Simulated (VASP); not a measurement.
# SrCl2 (P-3m1) in VASP: single point with PBE

Aim: the single point of SrCl2 with PBE.

Everything below comes from runs of VASP 6.6.1. Logs are shortened: lines on timing, memory, paths and dates and some standing lists are left out, and cuts for length are marked.

## (1) The structure

Symmetry: P-3m1, No. 164, trigonal system. The conventional cell has a = 4.407 Å, b = 4.407 Å, c = 5.596 Å, α = 90.00°, β = 90.00°, γ = 120.00°. Around Sr (site symmetry -3m) lie 6 Cl at 2.90 Å. Cl (site symmetry 3m) has 3 Sr at 2.90 Å as nearest neighbours.

The cell was built by a generator and needn't be a form met in nature.

## (2) Single point, PBE

INCAR

```
  PREC = Accurate
  ENCUT = 520
  EDIFF = 1E-6
  ISMEAR = -1
  SIGMA = 0.02
  LREAL = F
  LASPH = T
  NELM = 100
  ALGO = Normal
  ISIF = 2
  LWAVE = F
  LCHARG = F
  GGA = PE
  NBANDS = 19
```

KPOINTS

```
Automatic mesh
0
Gamma
  6 6 6
```

POSCAR

```
SrCl2
1.0
    4.4072489239      0.0000000000      0.0000000000
   -2.2036244619      3.8167895289      0.0000000000
    0.0000000000      0.0000000000      5.5960649219
Sr Cl
1 2
Direct
    0.0000000000      0.0000000000      0.0000000000
    0.3333333333      0.6666666667      0.2486950223
    0.6666666667      0.3333333333      0.7513049777
```

Potentials or basis: VASP PAW PBE potentials, release 64 (Sr_sv, Cl).

The run is started by

```
$ cat potpaw_PBE.64/Sr_sv/POTCAR potpaw_PBE.64/Cl/POTCAR > POTCAR
$ mpirun -np 1 vasp_std > vasp.out
```

OUTCAR:

```text
PREC = Accurate
   ENCUT = 520
   EDIFF = 1E-6
   ISMEAR = -1
   LREAL = F
   LASPH = T
   NELM = 100
   ISIF = 2
   GGA = PE

 ion  position               nearest neighbor table
   1  0.000  0.000  0.000-   2 2.90   3 2.90   2 2.90   3 2.90   3 2.90   2 2.90
   2  0.333  0.667  0.249-   1 2.90   1 2.90   1 2.90
   3  0.667  0.333  0.751-   1 2.90   1 2.90   1 2.90

  LATTYP: Found a hexagonal cell.
 ALAT       =     4.4072489239
 C/A-ratio  =     1.2697410604

  Lattice vectors:

 A1 = (   4.4072489239,   0.0000000000,   0.0000000000)
 A2 = (  -2.2036244619,   3.8167895289,   0.0000000000)
 A3 = (   0.0000000000,   0.0000000000,   5.5960649219)

Analysis of symmetry for initial positions (statically):
=====================================================================
 Subroutine PRICEL returns:
 Original cell was already a primitive cell.

 Routine SETGRP: Setting up the symmetry group for a
 hexagonal supercell.

 Subroutine GETGRP returns: Found 12 space group operations
 (whereof 12 operations were pure point group operations)
 out of a pool of 24 trial point group operations.

The static configuration has the point symmetry D_3d.

Analysis of symmetry for dynamics (positions and initial velocities):
=====================================================================
 Subroutine PRICEL returns:
 Original cell was already a primitive cell.

 Routine SETGRP: Setting up the symmetry group for a
 hexagonal supercell.

 Subroutine GETGRP returns: Found 12 space group operations
 (whereof 12 operations were pure point group operations)
 out of a pool of 24 trial point group operations.

The dynamic configuration has the point symmetry D_3d.

 Subroutine INISYM returns: Found 12 space group operations
 (whereof 12 operations are pure point group operations),
 and found     1 'primitive' translations

----------------------------------------------------------------------------------------

                                     Primitive cell

  volume of cell :      94.1344

  direct lattice vectors                    reciprocal lattice vectors
     4.407248924  0.000000000  0.000000000     0.226898915  0.131000150  0.000000000
    -2.203624462  3.816789529  0.000000000     0.000000000  0.262000300  0.000000000
     0.000000000  0.000000000  5.596064922     0.000000000  0.000000000  0.178696998

  length of vectors
     4.407248924  4.407248924  5.596064922     0.262000300  0.262000300  0.178696998

  position of ions in fractional coordinates (direct lattice)
     0.000000000  0.000000000  0.000000000
     0.333333333  0.666666667  0.248695022
     0.666666667  0.333333333  0.751304978

  ion indices of the primitive-cell ions
   primitive index   ion index
                 1           1
                 2           2
                 3           3

----------------------------------------------------------------------------------------

 KPOINTS: Automatic mesh

Automatic generation of k-mesh.
 Grid dimensions read from file:
 generate k-points for:    6    6    6

 Generating k-lattice:

  Cartesian coordinates                     Fractional coordinates (reciprocal lattice)
     0.037816486  0.021833358  0.000000000     0.166666667  0.000000000  0.000000000
     0.000000000  0.043666717  0.000000000     0.000000000  0.166666667  0.000000000
     0.000000000  0.000000000  0.029782833     0.000000000  0.000000000  0.166666667

  Length of vectors
     0.043666717  0.043666717  0.029782833

  Shift w.r.t. Gamma in fractional coordinates (k-lattice)
     0.000000000  0.000000000  0.000000000

 Subroutine IBZKPT returns following result:
 ===========================================

 Found     34 irreducible k-points:

 Following reciprocal coordinates:
            Coordinates               Weight
  0.000000  0.000000  0.000000      1.000000
  0.166667 -0.000000  0.000000      6.000000
  0.333333  0.000000  0.000000      6.000000
  0.500000  0.000000  0.000000      3.000000
  0.166667  0.166667  0.000000      6.000000
  0.333333  0.166667  0.000000     12.000000
[... 16 lines left out ...]
  0.500000  0.000000  0.333333      6.000000
  0.166667  0.166667  0.333333     12.000000
 [... further k-points ...]
   k-points           NKPTS =     34   k-points in BZ     NKDIM =     34   number of bands    NBANDS=     19
   number of dos      NEDOS =    301   number of ions     NIONS =      3
   total plane-waves  NPLWV =  54432
   dimension x,y,z NGX =    36 NGY =   36 NGZ =   42
   dimension x,y,z NGXF=    72 NGYF=   72 NGZF=   84
   ions per type =               1   2
   NGX,Y,Z   is equivalent  to a cutoff of  13.58, 13.58, 12.48 a.u.
   NGXF,Y,Z  is equivalent  to a cutoff of  27.16, 27.16, 24.95 a.u.
 SYSTEM =  unknown system
   PREC   = accura    normal or accurate (medium, high low for compatibility)
   ISTART =      0    job   : 0-new  1-cont  2-samecut
   ICHARG =      2    charge: 1-file 2-atom 10-const
   ISPIN  =      1    spin polarized calculation?
   LNONCOLLINEAR =      F non collinear calculations
   LSORBIT =      F    spin-orbit coupling
   LASPH  =      T    aspherical Exc in radial PAW
   ENCUT  =  520.0 eV  38.22 Ry    6.18 a.u.   8.19  8.19 10.40*2*pi/ulx,y,z
   NELM   =    100;   NELMIN=  2; NELMDL= -5     # of ELM steps
   EDIFF  = 0.1E-05   stopping-criterion for ELM
   LREAL  =      F    real-space projection
   EDIFFG = 0.1E-04   stopping-criterion for IOM
   NSW    =      0    number of steps for IOM
   IBRION =     -1    ionic relax: 0-MD 1-quasi-New 2-CG
   NFREE  =      0    steps in history (QN), initial steepest desc. (CG)
   ISIF   =      2    stress and relaxation
   ISYM   =      2    0-nonsym 1-usesym 2-fastsym
   POTIM  = 0.5000    time-step for ionic-motion
   TEBEG  =    0.0;   TEEND  =   0.0 temperature during run
   PSTRESS=    0.0 pullay stress
   NELECT =      24.0000    total number of electrons
   NUPDOWN=      -1.0000    fix difference up-down
   EMIN   =  10.00;   EMAX   =-10.00  energy-range for DOS
   EFERMI =   0.00;   METHOD = LEGACY
   ISMEAR =    -1;   SIGMA  =   0.02  broadening in eV -4-tet -1-fermi 0-gaus
   EFERMI_NEDOS =   21; number of points for ismear=-14 and -15
   IALGO  =     38    algorithm
   IMIX   =      4    mixing-type and parameters
     AMIX     =   0.40;   BMIX     =  1.00
     AMIX_MAG =   1.60;   BMIX_MAG =  1.00
  volume/ion in A,a.u.               =      31.38       211.75
  Fermi-wavevector in a.u.,A,eV,Ry     =   1.038076  1.961679 14.661657  1.077601
  Thomas-Fermi vector in A             =   2.172543
   LORBIT       =      0    0 simple, 1 ext, 2 COOP (PROOUT), +10 PAW based schemes
   GGA     = PE    functional components
   LHFCALC =     F    Hartree Fock is set to
   AEXX    =    0.0000 exact exchange contribution
   IVDW    =     0    specifies the selected vdW correction
   LEPSILON=     F    determine dielectric tensor
   LRPA    =     F    only Hartree local field effects (RPA)
 non-spin polarized calculation
  energy-cutoff  :      520.00
  volume of cell :       94.13
 maximum number of plane-waves:      2570
 NGX is ok and might be reduce to    36
   NGX = 17   NGY = 17   NGZ = 21

 number of electron      24.0000002 magnetization

 Free energy of the ion-electron system (eV)
  ---------------------------------------------------
  ext. energy  EPLUGINS =         0.00000000
  ---------------------------------------------------
  free energy    TOTEN  =       -12.59939485 eV

  energy without entropy =      -12.59939485  energy(sigma->0) =      -12.59939485

 E-fermi :  -0.3140     XC(G=0):  -7.7966

 val. band max:       -0.7484503457   @ k =   0.0000   0.0000   0.0000
 cond. band min:       4.4103343679   @ k =   0.0000   0.0000   0.0000
 fundamental gap:      5.1587847136
 Fermi energy:        -0.3139593755

 k-point     1 :       0.0000    0.0000    0.0000
  band No.  band energies     occupation
      1     -33.4157      2.00000
      2     -15.6858      2.00000
      3     -15.3900      2.00000
      4     -15.3900      2.00000
      5     -13.6748      2.00000
      6     -12.9640      2.00000
[... 11 lines left out ...]
     18       7.5458      0.00000
     19       7.5458      0.00000

 k-point     2 :       0.1667   -0.0000    0.0000
  band No.  band energies     occupation
      1     -33.4135      2.00000
      2     -15.6480      2.00000
      3     -15.5233      2.00000
      4     -15.4005      2.00000
      5     -13.5020      2.00000
      6     -13.0439      2.00000
[... 11 lines left out ...]
     18       7.6285      0.00000
     19       8.4029      0.00000

 k-point     3 :       0.3333    0.0000    0.0000
  band No.  band energies     occupation
      1     -33.4090      2.00000
      2     -15.7597      2.00000
      3     -15.5398      2.00000
      4     -15.4215      2.00000
      5     -13.3307      2.00000
      6     -13.0858      2.00000
[... 11 lines left out ...]
     18       8.0830      0.00000
     19       9.1256      0.00000

 k-point     4 :       0.5000    0.0000    0.0000
  band No.  band energies     occupation
      1     -33.4067      2.00000
      2     -15.8521      2.00000
      3     -15.4894      2.00000
      4     -15.4319      2.00000
      5     -13.3898      2.00000
      6     -12.9807      2.00000
[... 407 lines left out ...]
     18       7.8728      0.00000
     19       8.4453      0.00000

 k-point    23 :       0.5000    0.0000    0.3333
  band No.  band energies     occupation
      1     -33.4067      2.00000
      2     -15.8458      2.00000
      3     -15.4929      2.00000
      4     -15.4315      2.00000
      5     -13.4310      2.00000
      6     -12.9426      2.00000
[... 11 lines left out ...]
     18       8.1632      0.00000
     19       8.7166      0.00000

 k-point    24 :       0.1667    0.1667    0.3333
  band No.  band energies     occupation
      1     -33.4100      2.00000
      2     -15.6658      2.00000
      3     -15.6007      2.00000
      4     -15.4322      2.00000
      5     -13.2654      2.00000
      6     -13.1699      2.00000
[... 11 lines left out ...]
     18       8.0276      0.00000
     19       8.8398      0.00000

 [... further k-points ...]

------------------------ aborting loop because EDIFF is reached ----------------------------------------

  FORCE on cell =-STRESS in cart. coord.  units (eV):
  Direction    XX          YY          ZZ          XY          YZ          ZX
  --------------------------------------------------------------------------------------
  -------------------------------------------------------------------------------------
  Total        0.7523378      0.7523378      0.7693224      0.0000000      0.0000000     -0.0000000
  in kB       12.8048626     12.8048626     13.0939431      0.0000000      0.0000000     -0.0000000
  external PRESSURE =      12.9012227 kB  Pullay stress =       0.0000000 kB

 VOLUME and BASIS-vectors are now :
 -----------------------------------------------------------------------------
  energy-cutoff  :      520.00
  volume of cell :       94.13
      direct lattice vectors                 reciprocal lattice vectors
     4.407248924  0.000000000  0.000000000     0.226898915  0.131000150  0.000000000
    -2.203624462  3.816789529  0.000000000     0.000000000  0.262000300  0.000000000
     0.000000000  0.000000000  5.596064922     0.000000000  0.000000000  0.178696998

 POSITION                                       TOTAL-FORCE (eV/Angst)
 -----------------------------------------------------------------------------------
      0.00000      0.00000      0.00000        -0.000000      0.000000      0.000000
     -0.00000      2.54453      1.39171        -0.000000      0.000000      0.024361
      2.20362      1.27226      4.20435         0.000000      0.000000     -0.024361
 -----------------------------------------------------------------------------------
    total drift:                               -0.000000     -0.000000     -0.000000

  FREE ENERGIE OF THE ION-ELECTRON SYSTEM (eV)
  ---------------------------------------------------
  free  energy   TOTEN  =       -12.5993948464 eV

  energy  without entropy=      -12.5993948464  energy(sigma->0) =      -12.59939485
```

Wall time 43 s (1 thread of Intel Xeon Platinum 8259CL at 2.50GHz (Skylake/Cascade Lake), shared host); peak memory 0.25 GiB.

Results:

| Property | Result |
| --- | --- |
| Free energy | -12.5994 eV |
| Pressure | 1.3 GPa |
| Largest force | 0.024 eV/Å |
| Band gap on the k mesh | 5.16 eV, direct |

Forces on the atoms (eV/Å):
```
Sr   0.000  0.000  0.000
Cl   0.000  0.000  0.024
Cl   0.000  0.000 -0.024
```

Levels at points of the mesh, in eV from the valence-band top:
```csv
k point,band 9,band 10,band 11,band 12,band 13,band 14,band 15,band 16
"(0.00, 0.00, 0.00)",-1.45,-0.45,-0.45,0.00,5.16,6.69,6.69,7.41
"(0.50, 0.00, 0.00)",-0.97,-0.96,-0.94,-0.80,5.46,7.00,8.09,8.15
"(0.00, 0.00, 0.50)",-1.30,-0.94,-0.63,-0.63,6.43,6.43,6.62,7.24
"(0.50, 0.00, 0.50)",-1.23,-0.76,-0.57,-0.29,6.14,7.53,7.82,8.03
```

A k mesh can miss the band edges. A hybrid or GW would open this gap; PBE tends to underestimate it.
